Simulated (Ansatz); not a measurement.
# HfO2 (P2_1/c): the equilibrium volume, part 2 of 2

At what volume is HfO2 (P2_1/c) free of pressure?

Ansatz 0.2.0; DFT PBE, scalar-relativistic, plane waves, PAW. Earlier steps stand in the parts before.

## Step 4: Relaxing cell and atoms

input.yaml reads:

```yaml
crystal:
  lattice:
    - [5.1572529722, 0.0, -0.0019459286]
    - [0.0, 5.2164697071, 0.0]
    - [-0.8890055136, 0.0, 5.2686610136]
  atoms:
    - { symbol: Hf, position: [0.2758459645, 0.457444785, 0.7081817905] }
    - { symbol: Hf, position: [0.7241540355, 0.957444785, 0.7918182095] }
    - { symbol: Hf, position: [0.7241540355, 0.542555215, 0.2918182095] }
    - { symbol: Hf, position: [0.2758459645, 0.042555215, 0.2081817905] }
    - { symbol: O, position: [0.4487005546, 0.7424275774, 0.9775729168] }
    - { symbol: O, position: [0.5512994454, 0.2424275774, 0.5224270832] }
    - { symbol: O, position: [0.5512994454, 0.2575724226, 0.0224270832] }
    - { symbol: O, position: [0.4487005546, 0.7575724226, 0.4775729168] }
    - { symbol: O, position: [0.068058381, 0.3305784125, 0.3466123521] }
    - { symbol: O, position: [0.931941619, 0.8305784125, 0.1533876479] }
    - { symbol: O, position: [0.931941619, 0.6694215875, 0.6533876479] }
    - { symbol: O, position: [0.068058381, 0.1694215875, 0.8466123521] }
basis:
  ecutwfc: 420
kpoints:
  mp_grid: { grid: [4, 4, 4] }
hamiltonian:
  xc: pbe
scf:
  occupations: { method: gaussian, width: 0.02 }
output:
  forces: true
  stress: true
  eigenvalues: true
relax:
  adjacent_minimum: "off"
  f_tol: 0.005
  max_steps: 80
  cell: { stress_tol: 0.05 }
```

Started as:

```console
$ ansatz run input.yaml --threads 8 --pin off --max-ram 16384MiB --backend cpu --events-out ev --progress --plain --runs-dir out
```

Standard output:

```text
Warning: RAYON_NUM_THREADS=8 ignored (pool sized by the plan → 8); use --threads N
Engine: ansatz 0.2.0, aarch64-unknown-linux-gnu
Pseudopotentials: kind: paw
Pseudopotential: Hf, paw, valence charge 26, recommended cutoff 420 eV (normal), Hf.paw.azcp
Pseudopotential: O, paw, valence charge 6, recommended cutoff 420 eV (normal), O.paw.azcp
Functional definition: PBE
  parameter kappa = 0.804
  parameter beta = 0.06672455060314922
  exchange = pbe_x(kappa = kappa, mu = beta*pi^2/3)
  correlation = pbe_c(beta = beta)
Crystal: 12 atoms, lattice volume = 141.732 Å³
Basis set: ecut = 420 eV, 2773 PW (Γ), exchange–correlation on 72×72×72 points (8 copies of the dense FFT grid, shifted against one another)
Bands: 92, of which v1, the nominal top of the filled ones, is band 76 counted from 1 (75 counted from 0)
Symmetry: 4 space group operations
Space group: P21/c (ITA 14), of the structure as read, at distance tolerance 5.2e-5 Å
k-points: 30 of 64
Non-local potential: Hf, projectors of the file, l = 0: 3, l = 1: 2, l = 2: 2, l = 3: 3
Non-local potential: O, projectors of the file, l = 0: 2, l = 1: 2, l = 2: 1
PAW form: soft (Blöchl's): semilocal exchange-correlation on the pseudo side does not see the compensation charge
PAW one-centre angular grid: Hf, 590 points (default); XC on 64 Gauss nodes
PAW one-centre angular grid: O, 110 points (default); XC on 64 Gauss nodes
Initial density: superposition of atomic densities (neutral atoms: chi_scale 0, normalization atom), corrected by the library's trained network
Initial wavefunctions: pseudopotential atomic-orbital guess
Functional: x = pbe(κ = 0.804, μ = 0.2195149727645171), c = pbe(β = 0.06672455060314922)
SCF iter   1: F=—  HF=-67446.717210 eV  |F-HF|=—  |Δ(HF+E_count)|=         —  Δρ=2.84e-3  dr2=4.62e-3  ethr=1.77e-3  ⟨swp⟩=5.9  Hψ=8503  notcnv=0  defer=131
preconditioner: auto → Resta (q_TF=auto, 2.760 Å⁻¹)  ε∞=5.3  [insulator: Δε(μ)=4.039 eV  Ē_g=18.101 eV  σ=0.020 eV  W_gap=1.00  n_scr=52 (ndim 8)  ℏωp=37.4 eV  f_vac=0.080  D(μ)=0.00/eV (n_scr^D=0)  ε∞_Penn≈5.3]
SCF iter   2: F=—  HF=-67446.718662 eV  |F-HF|=—  |Δ(HF+E_count)|=   1.45e-3  Δρ=1.46e-3  dr2=1.03e-3  ethr=3.04e-6  ⟨swp⟩=2.0  Hψ=5423  notcnv=0  defer=303
SCF iter   3: F=—  HF=-67446.719447 eV  |F-HF|=—  |Δ(HF+E_count)|=   7.85e-4  Δρ=5.34e-4  dr2=2.49e-4  ethr=6.77e-7  ⟨swp⟩=2.0  Hψ=4199  notcnv=0  defer=303
SCF iter   4: F=—  HF=-67446.719577 eV  |F-HF|=—  |Δ(HF+E_count)|=   1.30e-4  Δρ=1.06e-4  dr2=1.47e-5  ethr=1.64e-7  ⟨swp⟩=2.0  Hψ=4242  notcnv=0  defer=303
SCF iter   5: F=—  HF=-67446.719527 eV  |F-HF|=—  |Δ(HF+E_count)|=   4.94e-5  Δρ=4.94e-5  dr2=3.63e-6  ethr=9.65e-9  ⟨swp⟩=2.0  Hψ=4252  notcnv=0  defer=303
SCF iter   6: F=—  HF=-67446.719528 eV  |F-HF|=—  |Δ(HF+E_count)|=   9.43e-7  Δρ=2.17e-5  dr2=5.53e-7  ethr=2.39e-9  ⟨swp⟩=2.0  Hψ=4242  notcnv=0  defer=303
SCF iter   7: F=-67446.719528 eV  HF=-67446.719528 eV  |F-HF|=8.44e-8  |Δ(HF+E_count)|=   1.08e-7  Δρ=6.51e-6  dr2=6.73e-8  ethr=6.58e-11  ⟨swp⟩=10.0  Hψ=12014  notcnv=0
SCF 1 converged in 7 iterations: F = -67446.719528 eV  dr2 = 6.73e-8
relax step   1: F+E_penalty+E_count = -67446.71952845 eV  Δ(F+E_penalty+E_count) = +0.000e0 eV  max|allowed force component| = 1.526e-2 eV/Å  Δτ_max = 0.0000 Å  P = +0.121 GPa  Ω = 141.732 Å³  (7 SCF iters, dr2 threshold 1.00e-7 eV, accepted)
Crystal: 12 atoms, lattice volume = 141.882 Å³
Initial density: handed on by an earlier stage of this run
Initial wavefunctions: those handed on with the density
iter 1 solved again at ethr=4.69e-8 eV; its pass at ethr=3.10e-3 eV (dr2=7.12e-5 eV) is discarded
SCF iter   1: F=—  HF=-67446.718810 eV  |F-HF|=—  |Δ(HF+E_count)|=         —  Δρ=3.45e-4  dr2=6.69e-5  ethr=4.69e-8  ⟨swp⟩=4.1  Hψ=12568  notcnv=0
preconditioner: auto → Resta (q_TF=auto, 2.760 Å⁻¹)  ε∞=5.3  [insulator: Δε(μ)=4.031 eV  Ē_g=18.097 eV  σ=0.020 eV  W_gap=1.00  n_scr=52 (ndim 8)  ℏωp=37.4 eV  f_vac=0.084  D(μ)=0.00/eV (n_scr^D=0)  ε∞_Penn≈5.3]
SCF iter   2: F=—  HF=-67446.718761 eV  |F-HF|=—  |Δ(HF+E_count)|=   4.83e-5  Δρ=1.90e-4  dr2=2.24e-5  ethr=4.40e-8  ⟨swp⟩=1.0  Hψ=2760  notcnv=0
SCF iter   3: F=—  HF=-67446.718768 eV  |F-HF|=—  |Δ(HF+E_count)|=   7.04e-6  Δρ=3.35e-5  dr2=1.75e-6  ethr=1.47e-8  ⟨swp⟩=2.0  Hψ=4339  notcnv=0
SCF iter   4: F=—  HF=-67446.718768 eV  |F-HF|=—  |Δ(HF+E_count)|=   2.80e-7  Δρ=1.75e-5  dr2=4.66e-7  ethr=1.15e-9  ⟨swp⟩=2.0  Hψ=5033  notcnv=0
SCF iter   5: F=-67446.718768 eV  HF=-67446.718768 eV  |F-HF|=1.18e-8  |Δ(HF+E_count)|=   2.29e-7  Δρ=9.31e-6  dr2=1.04e-7  ethr=1.18e-10  ⟨swp⟩=8.3  Hψ=12350  notcnv=0
SCF 2 converged in 5 iterations: F = -67446.718768 eV  dr2 = 1.04e-7
relax step   2: F+E_penalty+E_count = -67446.71876826 eV  Δ(F+E_penalty+E_count) = +7.602e-4 eV  max|allowed force component| = 1.663e-2 eV/Å  Δτ_max = 0.0027 Å  P = -0.044 GPa  Ω = 141.882 Å³  energy of the carried Pulay correction = -7.209e-4 eV  (5 SCF iters, dr2 threshold 1.80e-7 eV, rejected (line search))
Crystal: 12 atoms, lattice volume = 141.844 Å³
iter 1 solved again at ethr=1.03e-8 eV; its pass at ethr=3.10e-3 eV (dr2=1.57e-5 eV) is discarded
SCF iter   1: F=—  HF=-67446.719278 eV  |F-HF|=—  |Δ(HF+E_count)|=         —  Δρ=1.79e-4  dr2=1.60e-5  ethr=1.03e-8  ⟨swp⟩=3.2  Hψ=12018  notcnv=0
preconditioner: auto → Resta (q_TF=auto, 2.760 Å⁻¹)  ε∞=5.3  [insulator: Δε(μ)=4.030 eV  Ē_g=18.098 eV  σ=0.020 eV  W_gap=1.00  n_scr=52 (ndim 8)  ℏωp=37.4 eV  f_vac=0.083  D(μ)=0.00/eV (n_scr^D=0)  ε∞_Penn≈5.3]
SCF iter   2: F=—  HF=-67446.719224 eV  |F-HF|=—  |Δ(HF+E_count)|=   5.41e-5  Δρ=9.70e-5  dr2=4.99e-6  ethr=1.03e-8  ⟨swp⟩=1.0  Hψ=2761  notcnv=0
SCF iter   3: F=—  HF=-67446.719230 eV  |F-HF|=—  |Δ(HF+E_count)|=   5.89e-6  Δρ=1.26e-5  dr2=2.33e-7  ethr=3.28e-9  ⟨swp⟩=2.0  Hψ=4556  notcnv=0
SCF iter   4: F=—  HF=-67446.719230 eV  |F-HF|=—  |Δ(HF+E_count)|=   1.61e-7  Δρ=8.83e-6  dr2=1.00e-7  ethr=1.53e-10  ⟨swp⟩=2.0  Hψ=5040  notcnv=0
SCF iter   5: F=—  HF=-67446.719230 eV  |F-HF|=—  |Δ(HF+E_count)|=   4.31e-8  Δρ=2.42e-6  dr2=7.75e-9  ethr=6.60e-11  ⟨swp⟩=2.0  Hψ=5039  notcnv=0
SCF iter   6: F=—  HF=-67446.719230 eV  |F-HF|=—  |Δ(HF+E_count)|=   6.10e-9  Δρ=1.00e-6  dr2=1.50e-9  ethr=5.10e-12  ⟨swp⟩=2.0  Hψ=4874  notcnv=0
SCF iter   7: F=—  HF=-67446.719230 eV  |F-HF|=—  |Δ(HF+E_count)|=  3.64e-10  Δρ=5.13e-7  dr2=3.50e-10  ethr=1.00e-12  ⟨swp⟩=2.0  Hψ=4554  notcnv=0
SCF iter   8: F=-67446.719230 eV  HF=-67446.719230 eV  |F-HF|=2.91e-11  |Δ(HF+E_count)|=  1.31e-10  Δρ=1.35e-7  dr2=4.07e-11  ethr=1.00e-12  ⟨swp⟩=6.7  Hψ=11122  notcnv=0
SCF 3 converged in 8 iterations: F = -67446.719230 eV  dr2 = 4.07e-11
relax step   3: F+E_penalty+E_count = -67446.71923044 eV  Δ(F+E_penalty+E_count) = +2.980e-4 eV  max|allowed force component| = 1.139e-2 eV/Å  Δτ_max = 0.0016 Å  P = -0.014 GPa  Ω = 141.844 Å³  energy of the carried Pulay correction = -5.407e-4 eV  (8 SCF iters, accepted)
[... 11 lines left out ...]
relax step   4: F+E_penalty+E_count = -67446.71936313 eV  Δ(F+E_penalty+E_count) = -1.327e-4 eV  max|allowed force component| = 1.351e-2 eV/Å  Δτ_max = 0.0099 Å  P = +0.055 GPa  Ω = 141.859 Å³  energy of the carried Pulay correction = -6.087e-4 eV  (7 SCF iters, dr2 threshold 8.11e-9 eV, accepted)
[... 10 lines left out ...]
relax step   5: F+E_penalty+E_count = -67446.71910566 eV  Δ(F+E_penalty+E_count) = +2.575e-4 eV  max|allowed force component| = 8.053e-3 eV/Å  Δτ_max = 0.0042 Å  P = -0.021 GPa  Ω = 141.929 Å³  energy of the carried Pulay correction = -9.476e-4 eV  (6 SCF iters, dr2 threshold 2.15e-8 eV, accepted)
[... 10 lines left out ...]
relax step   6: F+E_penalty+E_count = -67446.71916375 eV  Δ(F+E_penalty+E_count) = -5.809e-5 eV  max|allowed force component| = 3.025e-3 eV/Å  Δτ_max = 0.0009 Å  P = +0.012 GPa  Ω = 141.920 Å³  energy of the carried Pulay correction = -9.029e-4 eV  (6 SCF iters, dr2 threshold 4.05e-9 eV, accepted)
Initial wavefunctions: pseudopotential atomic-orbital guess (no wavefunctions were taken with the density)
iter 1 solved again at ethr=6.41e-8 eV; its pass at ethr=3.10e-3 eV (dr2=9.74e-5 eV) is discarded
SCF iter   1: F=—  HF=-67446.719948 eV  |F-HF|=—  |Δ(HF+E_count)|=         —  Δρ=2.77e-5  dr2=6.71e-8  ethr=6.41e-8  ⟨swp⟩=4.0  Hψ=17305  notcnv=0
SCF iter   2: F=—  HF=-67446.719913 eV  |F-HF|=—  |Δ(HF+E_count)|=   3.54e-5  Δρ=1.39e-5  dr2=1.92e-8  ethr=4.42e-11  ⟨swp⟩=3.0  Hψ=6196  notcnv=0
SCF iter   3: F=—  HF=-67446.719915 eV  |F-HF|=—  |Δ(HF+E_count)|=   1.88e-6  Δρ=5.37e-6  dr2=2.66e-9  ethr=1.26e-11  ⟨swp⟩=2.0  Hψ=4297  notcnv=0
SCF iter   4: F=-67446.719915 eV  HF=-67446.719915 eV  |F-HF|=5.82e-11  |Δ(HF+E_count)|=   3.07e-7  Δρ=3.38e-7  dr2=9.32e-11  ethr=1.00e-12  ⟨swp⟩=4.0  Hψ=12366  notcnv=0
SCF 7 converged in 4 iterations: F = -67446.719915 eV  dr2 = 9.32e-11
relax step   7: F+E_penalty+E_count = -67446.71991506 eV  Δ(F+E_penalty+E_count) = -7.513e-4 eV  max|allowed force component| = 3.069e-3 eV/Å  Δτ_max = 0.0000 Å  P = +0.023 GPa  Ω = 141.920 Å³  stress off target by 3.91e-2 GPa  SCF on the basis re-selected at this cell (its energy is not comparable with the rows above)  (4 SCF iters)
basis re-selected at this cell: Δ(F+E_penalty+E_count) = -7.513e-4 eV, ΔP = +0.011 GPa vs the last step (what re-selecting the basis moved, of the pressure what is left beyond the Pulay correction that the steps carried, after the strain that the cell walked since its last selection, with what the two solves' SCF thresholds leave and, on support functions, any second-order correction that the steps lacked; it is no measure of the basis error at this ecutwfc). This SCF's stress stands 3.91e-2 GPa from its target on what of the cell is left free (relax.cell.stress_tol is 5.00e-2 GPa) and its largest allowed force component is 3.07e-3 eV/Å (relax.f_tol is 5.00e-3 eV/Å): within both
SCF converged after 4 iterations
Free energy (F): -67446.719915 eV
Harris-Foulkes:  -67446.719915 eV  (|F-HF|=5.82e-11)
Internal energy: -67446.719915 eV  (E = F + TS)
E sigma→0 (E₀):  -67446.719915 eV
Fermi energy:    15.713564 eV
--- Per-component energies (eV) ---
  E_band       = -65.869796
  E_kinetic    = 3083.600749
  E_local      = -24891.793926  (includes V_loc(G=0)·N_el)
  E_nonlocal   = -4588.408715
  E_hartree    = 11366.263391
  E_xc         = -1789.863925
  E_vxc        = -1817.433340  (∫ρ·V_xc dr)
  E_paw        = -28972.829264  (= ΣΔE_a)
  E_vpaw       = 5415.619510  (= ΣTr[D̂ρ^β])
  E_aug_tail   = 0.019861  (compensation charges beyond the density's cutoff)
  E_ewald      = -21653.708085
  E_smearing   = -0.000000  (= −TS)
  E_closure    = -0.000000  (closes the sum)
  Σ components = -67446.719915   (vs F -67446.719915, Δ=0.00e0)
--- Forces (eV/Å), atoms counted from 1 ---
  atom   1  Hf     0.00306893     0.00250198     0.00052793
  atom   2  Hf    -0.00306893     0.00250198    -0.00052793
  atom   3  Hf    -0.00306893    -0.00250198    -0.00052793
  atom   4  Hf     0.00306893    -0.00250198     0.00052793
  atom   5  O     -0.00096645    -0.00014193    -0.00031528
  atom   6  O      0.00096645    -0.00014193     0.00031528
  atom   7  O      0.00096645     0.00014193     0.00031528
  atom   8  O     -0.00096645     0.00014193    -0.00031528
  atom   9  O     -0.00045369     0.00058172     0.00056994
  atom  10  O      0.00045369     0.00058172    -0.00056994
  atom  11  O      0.00045369    -0.00058172    -0.00056994
  atom  12  O     -0.00045369    -0.00058172     0.00056994
  max |Σ_I F_I| component: 0.00e0 eV/Å
--- Stress (GPa, compression-positive) ---
        0.032402       0.000000       0.007727
        0.000000       0.006426       0.000000
        0.007727       0.000000       0.030121
  P = ⅓ Tr σ = 0.0230 GPa (0.230 kbar)
--- Band table (eV; the first three rows and the last of 30) ---
  k-point 0: bands = ["-46.7710", "-46.7533", "-46.7508", "-46.7501", "-15.8114", "-15.7859", "-15.7591", "-15.5944", "-15.5272", "-15.4946", "-15.4708", "-15.4365", "-15.4087", "-15.4086", "-15.3578", "-15.3069", "-4.2915", "-2.9983", "-2.8827", "-2.8298", "-2.4080", "-2.3972", "-2.2961", "-2.2054", "3.3372", "3.3460", "3.3489", "3.3494", "3.3562", "3.3570", "3.3627", "3.3660", "3.3671", "3.3683", "3.3707", "3.3725", "3.3746", "3.3749", "3.3765", "3.3807", "3.3868", "3.3872", "3.3886", "3.3912", "3.3951", "3.4005", "3.4041", "3.4121", "3.4200", "3.4321", "3.4441", "3.4786", "8.3167", "8.4215", "8.9324", "9.1454", "9.2402", "9.5718", "10.3313", "10.6395", "10.8098", "10.9814", "11.0039", "11.1329", "11.6664", "11.8261", "11.8454", "11.9023", "12.0803", "12.5731", "12.5783", "12.6936", "13.1386", "13.1939", "13.4859", "13.6932", "18.2230", "18.6857", "18.7940", "19.1450", "19.3202", "19.4470", "19.6382", "19.8507", "20.0886", "20.2442", "20.6998", "20.8973", "21.1238", "21.5283", "21.8373", "22.3206"]
  k-point 1: bands = ["-46.7683", "-46.7555", "-46.7508", "-46.7506", "-15.7753", "-15.7359", "-15.7307", "-15.6262", "-15.5708", "-15.4726", "-15.4725", "-15.4603", "-15.4122", "-15.3957", "-15.3661", "-15.3566", "-4.0691", "-2.9994", "-2.9403", "-2.8222", "-2.5129", "-2.3919", "-2.3727", "-2.2408", "3.3363", "3.3426", "3.3488", "3.3513", "3.3532", "3.3571", "3.3644", "3.3652", "3.3668", "3.3690", "3.3704", "3.3729", "3.3734", "3.3754", "3.3772", "3.3834", "3.3837", "3.3875", "3.3886", "3.3916", "3.3973", "3.3984", "3.4114", "3.4122", "3.4205", "3.4300", "3.4396", "3.4654", "8.5065", "8.7250", "9.2232", "9.2761", "9.5123", "9.7425", "10.0877", "10.4077", "10.4462", "10.9171", "11.1392", "11.2034", "11.4577", "11.6936", "11.7063", "11.9563", "12.1970", "12.3024", "12.4066", "12.8251", "12.8858", "13.0908", "13.3045", "13.4662", "18.2811", "18.5473", "18.7099", "19.1632", "19.5040", "19.5830", "20.0583", "20.1066", "20.2772", "20.3862", "20.5193", "20.9444", "21.3885", "21.6907", "21.7154", "22.3565"]
  k-point 2: bands = ["-46.7618", "-46.7618", "-46.7508", "-46.7508", "-15.6915", "-15.6915", "-15.6771", "-15.6771", "-15.5823", "-15.5823", "-15.4405", "-15.4405", "-15.4202", "-15.4202", "-15.3822", "-15.3822", "-3.5224", "-3.5224", "-2.8343", "-2.8343", "-2.4847", "-2.4847", "-2.3532", "-2.3532", "3.3367", "3.3367", "3.3518", "3.3518", "3.3566", "3.3566", "3.3637", "3.3637", "3.3655", "3.3655", "3.3702", "3.3702", "3.3768", "3.3768", "3.3803", "3.3803", "3.3831", "3.3831", "3.3887", "3.3887", "3.4022", "3.4022", "3.4207", "3.4207", "3.4257", "3.4257", "3.4373", "3.4373", "9.0128", "9.0128", "9.4912", "9.4912", "9.6385", "9.6385", "10.2042", "10.2042", "10.5551", "10.5551", "10.9235", "10.9235", "11.3684", "11.3684", "11.8264", "11.8264", "12.1609", "12.1609", "12.6725", "12.6725", "12.8557", "12.8557", "13.1959", "13.1959", "18.4023", "18.4023", "18.8456", "18.8456", "19.7024", "19.7024", "20.2597", "20.2597", "20.3872", "20.3872", "21.1600", "21.1600", "21.4203", "21.4203", "22.2804", "22.2804"]
  k-point 29: bands = ["-46.7590", "-46.7590", "-46.7536", "-46.7536", "-15.7897", "-15.7897", "-15.7642", "-15.7642", "-15.4718", "-15.4718", "-15.4091", "-15.4091", "-15.4050", "-15.4050", "-15.3487", "-15.3487", "-3.4409", "-3.4409", "-3.1369", "-3.1369", "-2.3223", "-2.3223", "-2.2901", "-2.2901", "3.3455", "3.3455", "3.3499", "3.3499", "3.3585", "3.3585", "3.3585", "3.3585", "3.3736", "3.3736", "3.3740", "3.3740", "3.3762", "3.3762", "3.3824", "3.3824", "3.3844", "3.3844", "3.3845", "3.3845", "3.3943", "3.3943", "3.4081", "3.4081", "3.4239", "3.4239", "3.4388", "3.4388", "9.2963", "9.2963", "9.5135", "9.5135", "9.8409", "9.8409", "10.1602", "10.1602", "10.9147", "10.9147", "10.9799", "10.9799", "11.3869", "11.3869", "11.4320", "11.4320", "12.1184", "12.1184", "12.5072", "12.5072", "12.6619", "12.6619", "12.9586", "12.9586", "18.1778", "18.1778", "18.8689", "18.8689", "19.3208", "19.3208", "19.6951", "19.6951", "20.4878", "20.4878", "20.5949", "20.5949", "21.7986", "21.7986", "22.5752", "22.5752"]
--- Relaxed structure (6 steps of the walk, 5 accepted, 1 SCFs on fresh bases) ---
  F+E_penalty+E_count = -67446.71991506 eV   max|allowed force component| = 3.069e-3 eV/Å   (the final SCF, on the basis selected at the relaxed cell)
  cell:  # Å, volume = 141.9198 Å³
    - [5.160917539648024, 3.1008723150530615e-34, -0.005357139267973179]
    - [4.094913694724225e-34, 5.2121208448561305, -1.4542143368422787e-33]
    - [-0.8931190062643333, -1.5221231183185899e-33, 5.276888988934083]
  atoms:
    - { symbol: Hf, position: [0.275734828515948, 0.45706128247851807, 0.7083732275614834] }
    - { symbol: Hf, position: [0.724265171484052, 0.9570612824785182, 0.7916267724385166] }
    - { symbol: Hf, position: [0.7242651714840519, 0.542938717521482, 0.29162677243851653] }
    - { symbol: Hf, position: [0.27573482851594794, 0.042938717521481956, 0.2083732275614834] }
    - { symbol: O, position: [0.4491836627106145, 0.7427864433799534, 0.9766481039045727] }
    - { symbol: O, position: [0.5508163372893855, 0.2427864433799534, 0.5233518960954274] }
    - { symbol: O, position: [0.5508163372893855, 0.25721355662004664, 0.023351896095427493] }
    - { symbol: O, position: [0.4491836627106145, 0.7572135566200467, 0.4766481039045726] }
    - { symbol: O, position: [0.06711978556184871, 0.32864779094354185, 0.3484185086905984] }
    - { symbol: O, position: [0.9328802144381512, 0.8286477909435421, 0.1515814913094016] }
    - { symbol: O, position: [0.9328802144381514, 0.6713522090564583, 0.6515814913094016] }
    - { symbol: O, position: [0.06711978556184875, 0.17135220905645818, 0.8484185086905986] }
```

It took 27 s on 8 threads of Arm Neoverse V1, shared host; peak memory 0.86 GiB.

Step by step:

```tsv
step	energy from step 1 (meV/atom)	largest force component (eV/Å)	pressure (GPa)	volume (Å³/atom)
1	0.0	0.015	0.12	11.811
2	0.1	0.017	-0.04	11.823
3	0.0	0.011	-0.01	11.820
4	0.0	0.014	0.05	11.822
5	0.0	0.008	-0.02	11.827
6	0.0	0.003	0.01	11.827
7	0.0	0.003	0.02	11.827
```

Step 1 is the start. Step 2 was tried and not accepted. Step 7 repeats the geometry before it on a plane-wave basis chosen anew for the final cell, which shifts the energy by -0.1 meV/atom. The run keeps the 4 symmetry operations that it found, so it can't reach a distortion that breaks them.

In short: volume 11.827 Å³/atom, pressure 0.02 GPa, mesh gap 4.04 eV.

## Step 5: The way to zero pressure

```tsv
step	level	mesh	relaxed	volume (Å³/atom)	pressure (GPa)
2	PBE	4×4×4	nothing	11.376	9.36
3	PBE	4×4×4	all	11.811	0.12
4	PBE	4×4×4	all	11.827	0.02
```

How the cell compares, before and after:

| cell as typed | before | after | change |
| --- | --- | --- | --- |
| a (Å) | 5.094 | 5.161 | +1.3 % |
| b (Å) | 5.151 | 5.212 | +1.2 % |
| c (Å) | 5.276 | 5.352 | +1.4 % |
| β (°) | 99.56 | 99.67 | +0.11° |
| volume (Å³/atom) | 11.376 | 11.827 | +4.0 % |
| shortest distance (Å) | 2.030 | 2.052 | +1.0 % |
| space group | P2_1/c | P2_1/c | same |

## Step 6: Summary of results

The summary covers parts 1 to 2. Changes of volume or cell count from the first structure of part 1.

```
         quantity                                                                      value
           volume                                                             11.827 Å³/atom
         pressure                                                                   0.02 GPa
conventional cell  a = 5.161 Å, b = 5.212 Å, c = 5.352 Å, α = 90.00°, β = 99.67°, γ = 90.00°
  gap on the mesh                                                                    4.04 eV
```

In words: Over the 3 runs shown the cell moved from 11.38 to 11.83 Å³/atom, a change of +4.0 %, where the pressure is zero within 0.02 GPa. Spin–orbit coupling is left out, though the cell holds Hf; in elements this heavy it can shift levels and gaps by tenths of an eV.

These are semilocal Kohn-Sham gaps, which aren't the measured quantity. Such gaps usually fall short of the measured ones.
